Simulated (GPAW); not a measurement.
# A Nb chain with a Ti atom on top of one atom: transmission at several levels

Wanted: the zero-bias transmission of a Nb chain with a Ti atom on top of one atom on a ladder of levels, with run times.

Calculated with GPAW 26.7.0; GPAW LCAO, PAW setups; Landauer transmission from Green's functions with principal layers (ASE), zero bias.

## Step 1: Set-up

The cell holds 16 atoms: 15 Nb and 1 Ti. Cell: a = 9.000 Å, b = 9.000 Å, c = 35.250 Å, α = 90.0°, β = 90.0°, γ = 90.0°. Regions: left lead, 7 atoms (7 Nb); channel, 2 atoms (1 Nb and 1 Ti); right lead, 7 atoms (7 Nb). Vacuum lies along a and b. The structure is stacked along c, and the current runs across the ab planes.

## Step 2: GPAW, dzp

Localised orbitals split the wire into layers that couple to their neighbours alone, which is what the Green's function method needs; double zeta with polarisation is the usual level for numbers.

The input, run.py:

```python
import json
import numpy as np
from ase import Atoms
from ase.transport.calculators import TransportCalculator
from gpaw import GPAW, FermiDirac
from gpaw.lcao.tools import get_lcao_hamiltonian
from scipy.linalg import eigh

# The junction with lead layers at both ends, along the third cell vector
device = Atoms(
    ['Nb', 'Nb', 'Nb', 'Nb', 'Nb', 'Nb', 'Nb', 'Nb', 'Ti', 'Nb', 'Nb', 'Nb', 'Nb', 'Nb', 'Nb', 'Nb'],
    positions=[
        [4.50000, 4.50000, 1.17500],
        [4.50000, 4.50000, 3.52500],
        [4.50000, 4.50000, 5.87500],
        [4.50000, 4.50000, 8.22500],
        [4.50000, 4.50000, 10.57500],
        [4.50000, 4.50000, 12.92500],
        [4.50000, 4.50000, 15.27500],
        [4.50000, 4.50000, 17.62500],
        [6.71960, 4.50000, 17.62500],
        [4.50000, 4.50000, 19.97500],
        [4.50000, 4.50000, 22.32500],
        [4.50000, 4.50000, 24.67500],
        [4.50000, 4.50000, 27.02500],
        [4.50000, 4.50000, 29.37500],
        [4.50000, 4.50000, 31.72500],
        [4.50000, 4.50000, 34.07500]],
    cell=[[9.0, 0.0, 0.0], [0.0, 9.0, 0.0], [0.0, 0.0, 35.25]],
    pbc=True)

# One principal layer of the lead: the first 5 atoms of the device
lead = Atoms(
    ['Nb', 'Nb', 'Nb', 'Nb', 'Nb'],
    positions=[
        [4.50000, 4.50000, 1.17500],
        [4.50000, 4.50000, 3.52500],
        [4.50000, 4.50000, 5.87500],
        [4.50000, 4.50000, 8.22500],
        [4.50000, 4.50000, 10.57500]],
    cell=[[9.0, 0.0, 0.0], [0.0, 9.0, 0.0], [0.0, 0.0, 11.75]],
    pbc=True)

settings = dict(mode='lcao', basis='dzp', xc='PBE', h=0.2,
                occupations=FermiDirac(0.1), maxiter=250,
                mixer=dict(beta=0.1, nmaxold=8, weight=100.0),
                convergence=dict(density=0.0001))
energies = np.arange(-3, 3 + 1e-9, 0.075)
eta = 0.0001
n1, n2 = 1, 1
# k and -k transmit alike, so half of the mesh across the current serves
mesh = [(i, j) for i in range(n1) for j in range(n2) if (i, j) <= (-i % n1, -j % n2)]
weights = np.array([1 if (i, j) == (-i % n1, -j % n2) else 2 for i, j in mesh]) / (n1 * n2)

# [... helper functions left out ...]
fermi_lead = ground_state(lead, (1, 1, 10), 'lead.txt')
fermi_device = ground_state(device, (1, 1, 2), 'device.txt')
# [... loop over the mesh left out, but for ...]
        # Shift the lead onto the potential of the device's first layer
        shift = ((H[:, 0, 0] - H0[:, 0, 0]) / S0[0, 0]).real.mean()
# [...]
kT = 8.617333e-5 * 300
bias = [0.1, 0.2, 0.5, 1.0, 1.5, 2.0]
# [... integrals and printing left out ...]
```

Launch:

```bash
$ OMP_NUM_THREADS=1 OPENBLAS_NUM_THREADS=1 python run.py
```

Log:

```text
basis functions: device 464, principal layer 145
Fermi level: lead -2.3980 eV, device -2.2443 eV; lead shifted by -0.0139 eV
largest coupling past the next layer 3.08e-07 eV, largest misfit of the first layer 0.028 eV
  E-E_F (eV)   T (one spin)  [channel counts left out]
    -3.000    9.9752e-01
    -2.925    9.9799e-01
    -2.850    9.9717e-01
    -2.775    9.9652e-01
    -2.700    9.9703e-01
    -2.625    9.9688e-01
    -2.550    2.1690e+00
    -2.475    2.3557e+00
    -2.400    2.4698e+00
    -2.325    2.5477e+00
    -2.250    2.6044e+00
    -2.175    2.6480e+00
    -2.100    2.6831e+00
    -2.025    2.7123e+00
    -1.950    2.7316e+00
    -1.875    2.6610e+00
[...]
2.475    1.9849e+00
     2.550    1.9490e+00
     2.625    1.7265e+00
     2.700    1.2876e+00
     2.775    1.0186e+00
     2.850    9.9832e-01
     2.925    1.0369e+00
     3.000    1.0495e+00
conductance at 300 K: 4.1521 G0 a cell; thermopower -0.4814 uV/K
current from the zero-bias T(E) at 0.1 V: 32.149 uA
current from the zero-bias T(E) at 0.2 V: 64.178 uA
current from the zero-bias T(E) at 0.5 V: 158.82 uA
current from the zero-bias T(E) at 1.0 V: 303.72 uA
current from the zero-bias T(E) at 1.5 V: 423.05 uA
current from the zero-bias T(E) at 2.0 V: 534.92 uA
```

The job ended after 5.2 min (1 thread of Intel Xeon Platinum 8488C (Sapphire Rapids), shared host; peak memory 1.6 GiB).

Numbers from this step:

| Quantity | Value |
| --- | --- |
| conductance | 4.152 G₀ |
| largest coupling past the next principal layer | 3.08e-7 eV |
| largest misfit of the first principal layer | 0.02786 eV |
| shift that aligns the lead | -0.01390 eV |
| basis functions of the junction | 464 |
| basis functions of a principal layer | 145 |
| transmission at the Fermi level (one spin) | 4.163 |

One spin. Table of transmission, zone mean by energy, zero at the Fermi level:

energy (eV), transmission, zone mean and a bar from the least value:
```
    -3.00       1.00 
    -2.77       1.00 
    -2.55       2.17 ###########
    -2.40       2.47 ##############
    -2.17       2.65 ################
    -1.95       2.73 ################
    -1.73       2.56 ###############
    -1.57       2.72 ################
    -1.35       3.26 #####################
    -1.20       3.39 #######################
    -1.12       3.34 ######################
    -0.90       3.54 ########################
    -0.82       3.55 ########################
    -0.75       3.50 ########################
    -0.53       3.61 #########################
    -0.30       4.02 #############################
    -0.07       4.12 ##############################
     0.00       4.16 ##############################
     0.07       4.16 ##############################
     0.30       3.92 ############################
     0.53       3.21 #####################
     0.75       2.44 ##############
     0.90       2.29 ############
     1.12       2.23 ############
     1.35       2.06 ##########
     1.57       3.04 ###################
     1.73       2.00 #########
     1.95       1.87 ########
     2.17       1.94 #########
     2.40       1.95 #########
     2.55       1.95 #########
     2.77       1.02 
     3.00       1.05 #
```

Not self-consistent under bias; the bias window is split evenly. Table of current through one cell, from the zero-bias transmission by bias:

```tsv
bias (V)	current through one cell, from the zero-bias transmission (mA)
0.100	0.0321
0.200	0.0642
0.500	0.159
1.000	0.304
1.500	0.423
2.000	0.535
```

The transmission of the three most open eigenchannels by energy, zero at the Fermi level:

```tsv
energy (eV)	channel 1	channel 2	channel 3
-3.00	0.998	2.0e-6	0
-2.85	0.997	2.0e-6	1.4e-11
-2.70	0.997	2.0e-6	2.7e-10
-2.55	0.996	0.942	0.231
-2.33	0.995	0.988	0.565
-2.17	0.992	0.990	0.666
-2.02	0.991	0.982	0.739
-1.88	0.992	0.836	0.833
-1.73	0.991	0.985	0.588
-1.57	0.999	0.989	0.728
-1.35	0.999	0.980	0.744
-1.20	0.999	0.951	0.757
-1.05	0.997	0.768	0.747
-0.90	0.994	0.974	0.790
-0.75	0.993	0.983	0.806
-0.60	0.996	0.946	0.871
-0.38	0.995	0.995	0.853
-0.23	0.984	0.979	0.901
-0.07	0.969	0.965	0.932
0.00	0.973	0.951	0.942
0.07	0.971	0.949	0.931
0.23	0.960	0.958	0.862
0.38	0.967	0.931	0.760
0.60	0.974	0.805	0.567
0.75	0.976	0.647	0.431
0.90	0.978	0.425	0.297
1.05	0.980	0.494	0.291
1.20	0.979	0.659	0.297
1.35	0.974	0.756	0.160
1.57	0.992	0.933	0.840
1.73	0.999	0.846	0.144
1.88	0.998	0.847	1.5e-6
2.02	0.998	0.890	1.4e-6
2.17	0.999	0.942	1.3e-6
2.33	0.985	0.869	1.6e-6
2.55	0.989	0.960	1.3e-6
2.70	0.990	0.298	1.2e-6
2.85	0.991	0.00747	1.4e-6
3.00	0.992	0.0574	1.1e-6
```

Couplings past the next layer reach 3.1e-7 eV, small enough to drop; the matrix elements of the cell's first layer differ from the bulk lead's by up to 0.028 eV. That layer keeps its own values in the calculation, and only beyond it is the lead taken as perfect. The Fermi levels of lead and junction count from different zeros of potential, one for each periodic cell; with both set to zero, the small remaining shift is what aligns them. By hand: G = 4.152 × 77.48 μS = 322 μS, a resistance of 3.11 kΩ; at 0.1 V a linear junction would pass 32.2 μA, and the integral over the bias window gives 32.1 μA.

## Step 3: GPAW, szp: basis = "szp(dzp)"

The second zeta is dropped, the polarisation orbitals stay.

Changes to run.py since step 2:

```diff
@@ -43,3 +43,3 @@
 
-settings = dict(mode='lcao', basis='dzp', xc='PBE', h=0.2,
+settings = dict(mode='lcao', basis='szp(dzp)', xc='PBE', h=0.2,
                 occupations=FermiDirac(0.1), maxiter=250,
```

Log:

```text
basis functions: device 256, principal layer 80
Fermi level: lead -2.5972 eV, device -2.4141 eV; lead shifted by -0.0095 eV
largest coupling past the next layer 3.00e-07 eV, largest misfit of the first layer 0.025 eV
  E-E_F (eV)   T (one spin)  [channel counts left out]
    -3.000    9.9764e-01
    -2.925    9.9812e-01
    -2.850    9.9816e-01
    -2.775    9.5751e-01
    -2.700    9.9750e-01
    -2.625    9.9791e-01
    -2.550    9.9794e-01
    -2.475    2.1448e+00
    -2.400    2.3427e+00
    -2.325    2.4649e+00
    -2.250    2.5449e+00
    -2.175    2.6025e+00
    -2.100    2.6491e+00
    -2.025    2.6903e+00
    -1.950    2.7282e+00
    -1.875    2.7583e+00
[...]
2.475    1.9839e+00
     2.550    1.9450e+00
     2.625    1.7495e+00
     2.700    1.3637e+00
     2.775    1.0609e+00
     2.850    9.9010e-01
     2.925    1.0167e+00
     3.000    1.0441e+00
conductance at 300 K: 4.1605 G0 a cell; thermopower -0.5457 uV/K
current from the zero-bias T(E) at 0.1 V: 32.22 uA
current from the zero-bias T(E) at 0.2 V: 64.35 uA
current from the zero-bias T(E) at 0.5 V: 159.54 uA
current from the zero-bias T(E) at 1.0 V: 305.8 uA
current from the zero-bias T(E) at 1.5 V: 427.12 uA
current from the zero-bias T(E) at 2.0 V: 539.93 uA
```

Elapsed: 4.3 min, on 1 thread; peak memory 1.4 GiB.

This step gave:

```yaml
conductance: 4.161 G₀
largest_coupling_past_the_next_principal_layer: 3.00e-7 eV
largest_misfit_of_the_first_principal_layer: 0.02463 eV
shift_that_aligns_the_lead: -0.009458 eV
basis_functions_of_the_junction: 256
basis_functions_of_a_principal_layer: 80
transmission_at_the_fermi_level_one_spin: 4.169
```

One spin. Transmission, zone mean against energy, zero at the Fermi level:

```tsv
energy (eV)	transmission, zone mean
-3.00	0.998
-2.77	0.958
-2.55	0.998
-2.40	2.34
-2.17	2.60
-1.95	2.73
-1.88	2.76
-1.73	2.00
-1.57	2.65
-1.35	2.73
-1.20	3.21
-1.12	3.17
-0.90	3.49
-0.82	3.51
-0.75	3.47
-0.53	3.57
-0.30	4.01
-0.07	4.13
0.00	4.17
0.07	4.18
0.30	3.97
0.53	3.34
0.75	2.55
0.90	2.36
1.12	2.35
1.35	2.29
1.57	2.80
1.73	2.62
1.95	1.87
2.17	1.93
2.40	1.93
2.55	1.94
2.77	1.06
3.00	1.04
```

Not self-consistent under bias; the bias window is split evenly. Table of current through one cell, from the zero-bias transmission by bias:

```tsv
bias (V)	current through one cell, from the zero-bias transmission (mA)
0.100	0.0322
0.200	0.0643
0.500	0.160
1.000	0.306
1.500	0.427
2.000	0.540
```

The transmission of the three most open eigenchannels by energy, zero at the Fermi level:

```tsv
energy (eV)	channel 1	channel 2	channel 3
-3.00	0.998	8.1e-6	0
-2.77	0.958	8.2e-6	3.0e-11
-2.55	0.998	8.2e-6	7.7e-8
-2.40	0.997	0.990	0.356
-2.17	0.994	0.993	0.615
-1.95	0.994	0.983	0.752
-1.73	0.992	0.961	0.0487
-1.57	0.997	0.989	0.662
-1.35	0.999	0.978	0.757
-1.12	0.998	0.788	0.750
-0.90	0.994	0.975	0.774
-0.75	0.993	0.981	0.798
-0.53	0.997	0.955	0.914
-0.30	0.992	0.982	0.876
-0.07	0.972	0.966	0.929
0.00	0.970	0.962	0.938
0.07	0.971	0.947	0.944
0.30	0.958	0.956	0.855
0.53	0.966	0.886	0.697
0.75	0.970	0.702	0.500
0.90	0.972	0.510	0.349
1.12	0.973	0.528	0.391
1.35	0.969	0.719	0.411
1.57	0.933	0.853	0.757
1.73	0.999	0.848	0.540
1.95	0.997	0.877	8.1e-6
2.17	0.998	0.935	7.5e-6
2.40	0.984	0.949	1.0e-5
2.55	0.987	0.958	8.4e-6
2.77	0.989	0.0714	7.6e-6
3.00	0.991	0.0526	7.7e-6
```

The conductance, 4.16 G₀, lies 0.2 % above that of the dzp run.

## Step 4: GPAW, sz: basis = "sz(dzp)"

The minimal basis is the cheapest rung: no second zeta and no polarisation.

Changes to run.py since step 3:

```diff
@@ -43,3 +43,3 @@
 
-settings = dict(mode='lcao', basis='szp(dzp)', xc='PBE', h=0.2,
+settings = dict(mode='lcao', basis='sz(dzp)', xc='PBE', h=0.2,
                 occupations=FermiDirac(0.1), maxiter=250,
```

Log:

```text
basis functions: device 208, principal layer 65
Fermi level: lead -2.6646 eV, device -2.4760 eV; lead shifted by -0.0074 eV
largest coupling past the next layer 2.93e-07 eV, largest misfit of the first layer 0.029 eV
  E-E_F (eV)   T (one spin)  [channel counts left out]
    -3.000    9.9796e-01
    -2.925    9.9822e-01
    -2.850    9.9617e-01
[...]
2.925    1.0041e+00
     3.000    1.0311e+00
conductance at 300 K: 4.1755 G0 a cell; thermopower -0.6262 uV/K
current from the zero-bias T(E) at 0.1 V: 32.336 uA
current from the zero-bias T(E) at 0.2 V: 64.579 uA
current from the zero-bias T(E) at 0.5 V: 160.09 uA
current from the zero-bias T(E) at 1.0 V: 307.46 uA
current from the zero-bias T(E) at 1.5 V: 431.13 uA
current from the zero-bias T(E) at 2.0 V: 545.93 uA
```

The job ended after 3.3 min (1 thread; peak memory 1.3 GiB).

This step gave:

```
conductance                                    : 4.176 G₀
largest coupling past the next principal layer : 2.93e-7 eV
largest misfit of the first principal layer    : 0.02858 eV
shift that aligns the lead                     : -0.007446 eV
basis functions of the junction                : 208
basis functions of a principal layer           : 65
transmission at the Fermi level (one spin)     : 4.184
```

One spin. Table of transmission, zone mean by energy, zero at the Fermi level:

```tsv
energy (eV)	transmission, zone mean
-3.00	0.998
-2.85	0.996
-2.70	0.996
-2.55	0.996
-2.33	2.46
-2.17	2.60
-2.02	2.68
-1.95	2.70
-1.88	2.69
-1.73	2.21
-1.57	2.65
-1.35	2.73
-1.20	3.12
-1.05	2.79
-0.90	3.45
-0.82	3.48
-0.75	3.44
-0.60	2.96
-0.38	3.67
-0.23	4.06
-0.07	4.14
0.00	4.18
0.07	4.20
0.23	4.12
0.38	3.86
0.60	3.20
0.75	2.70
0.90	2.47
1.05	2.45
1.20	2.42
1.35	2.38
1.57	2.86
1.73	2.60
1.88	2.42
2.02	2.03
2.17	1.93
2.33	1.96
2.55	1.97
2.70	1.47
2.85	0.993
3.00	1.03
```

The conductance, 4.18 G₀, lies 0.6 % above that of the dzp run.

## Step 5: LDA in the dzp basis: xc = "LDA"

Back in the dzp basis, the functional changes from PBE to LDA, to set the spread between functionals beside that between bases.

Changes to run.py since step 4:

```diff
@@ -43,3 +43,3 @@
 
-settings = dict(mode='lcao', basis='sz(dzp)', xc='PBE', h=0.2,
+settings = dict(mode='lcao', basis='dzp', xc='LDA', h=0.2,
                 occupations=FermiDirac(0.1), maxiter=250,
```

Log:

```text
basis functions: device 464, principal layer 145
Fermi level: lead -2.6331 eV, device -2.4803 eV; lead shifted by -0.0140 eV
largest coupling past the next layer 1.93e-07 eV, largest misfit of the first layer 0.026 eV
  E-E_F (eV)   T (one spin)  [channel counts left out]
    -3.000    9.9780e-01
    -2.925    9.9824e-01
    -2.850    9.9797e-01
[...]
2.925    1.0084e+00
     3.000    9.9459e-01
conductance at 300 K: 4.166 G0 a cell; thermopower -0.315 uV/K
current from the zero-bias T(E) at 0.1 V: 32.259 uA
current from the zero-bias T(E) at 0.2 V: 64.413 uA
current from the zero-bias T(E) at 0.5 V: 159.55 uA
current from the zero-bias T(E) at 1.0 V: 304.5 uA
current from the zero-bias T(E) at 1.5 V: 423.36 uA
current from the zero-bias T(E) at 2.0 V: 536.06 uA
```

The job ended after 5.5 min (1 thread; peak memory 1.6 GiB).

Numbers from this step:

- conductance: 4.166 G₀
- largest coupling past the next principal layer: 1.93e-7 eV
- largest misfit of the first principal layer: 0.02638 eV
- shift that aligns the lead: -0.01405 eV
- basis functions of the junction: 464
- basis functions of a principal layer: 145
- transmission at the Fermi level (one spin): 4.176

The conductance, 4.17 G₀, lies 0.3 % above that of the dzp run.

## Step 6: The ladder

Times are for 1 thread of Intel Xeon Platinum 8488C (Sapphire Rapids), shared host. The runs compared:

```tsv
no.	run	conductance (G₀)	time	memory (GiB)
1	dzp	4.152	5.2 min	1.6
2	szp	4.161	4.3 min	1.4
3	sz	4.176	3.3 min	1.3
4	dzp LDA	4.166	5.5 min	1.6
```

## Step 7: The levels side by side

The curves are compared point by point over the common energies.

This step: comparison of transmission and cost over codes and levels (GPAW 26.7.0).

Ladder, by row:

```tsv
step	code	T at the Fermi level (sum over the listed spins)	conductance (G0)	r.m.s. T(E) from the first	wall time (s)	peak memory (GiB)	threads
dzp	GPAW	4.163	4.152	0	309.9	1.57	1
szp	GPAW	4.169	4.161	0.2279	258.8	1.42	1
sz	GPAW	4.184	4.176	0.2489	200.2	1.34	1
dzp-LDA	GPAW	4.176	4.166	0.1068	327.5	1.58	1
```

The transmission, zone mean, sum over the listed spins by energy, zero at the Fermi level:

```tsv
energy (eV)	dzp	szp	sz	dzp-LDA
-3.0000	0.998	0.998	0.998	0.998
-2.7750	0.997	0.958	0.992	0.996
-2.4750	2.36	2.14	2.18	2.30
-2.2500	2.60	2.54	2.54	2.58
-2.0250	2.71	2.69	2.68	2.70
-1.9500	2.73	2.73	2.70	2.72
-1.8750	2.66	2.76	2.69	2.59
-1.7250	2.56	2.00	2.21	2.60
-1.5000	2.73	2.70	2.69	3.48
-1.2750	3.36	2.92	2.85	3.38
-1.2000	3.39	3.21	3.12	3.42
-0.9750	3.44	3.40	3.36	3.39
-0.8250	3.55	3.51	3.48	3.56
-0.7500	3.50	3.47	3.44	3.52
-0.5250	3.61	3.57	3.57	3.63
-0.2250	4.04	4.06	4.06	4.10
0.0000	4.16	4.17	4.18	4.18
0.0750	4.16	4.18	4.20	4.17
0.2250	4.05	4.09	4.12	4.05
0.5250	3.21	3.34	3.45	3.16
0.7500	2.44	2.55	2.70	2.43
0.9750	2.26	2.35	2.46	2.30
1.2750	2.15	2.31	2.40	2.17
1.5000	2.90	2.50	2.55	2.95
1.5750	3.04	2.80	2.86	3.01
1.7250	2.00	2.62	2.60	2.01
2.0250	1.89	1.89	2.03	1.89
2.2500	1.77	1.96	1.95	1.95
2.4750	1.98	1.98	1.98	1.99
2.7750	1.02	1.06	1.11	1.03
3.0000	1.05	1.04	1.03	0.995
```

(Part 1 of 2 ends here.)

[Logs are printed without paths, hosts, clocks, repeated set-up lines and the standing remarks that a program may print on its own settings, such as how far it seeks lower states.]

[Hosts, paths, dates, database ids (printed as entryN), source tags and the programs' standing remarks are cut or masked in the printed files.]
